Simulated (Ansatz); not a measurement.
`CB(C=S)CCl` + `CCCS` → `CB(C)CCl` + `S=CCCS`  (formal exchange of groups at a B–C bond)

Program: Ansatz. Geometries: PBE0-D4/def2-TZVP. ΔE: electronic, gas phase. CCSD(T)/CBS adds triple-zeta CCSD(T) − MP2 to the extrapolated MP2 energy (def2 sets, frozen cores). DFT in def2-TZVPP. One conformer a species, not always the lowest.

```csv
level,ΔE (kcal/mol),difference from CCSD(T)/CBS
ωB97X-V,-2.1,-0.6
B2PLYP,-1.4,0.1
r2SCAN,-1.1,0.4
HF/def2-TZVPP,-2.3,-0.8
CCSD/def2-TZVPP,-1.6,-0.1
CCSD(T)/def2-TZVPP,-1.3,0.2
MP2/def2-QZVPP,-1.8,-0.3
SCS-MP2/def2-QZVPP,-1.7,-0.2
MP2/CBS(def2),-1.8,-0.3
CCSD/CBS(def2),-1.8,-0.3
CCSD(T)/CBS,-1.5,0
```

Largest T1 diagnostic among the species: 0.015.

From PBE to PBE0 (25 % exact exchange), in def2-TZVPP and without D4, ΔE moves by −0.8 kcal/mol. In def2-TZVPP, CCSD(T) changes the Hartree–Fock value by +1.1 kcal/mol (the triples alone add +0.4 kcal/mol) and MP2 by +0.7 kcal/mol.

CCSD(T)/CBS has its own doubt, a few kJ/mol and more with outer-core shells, so smaller differences from it don't rank the levels.
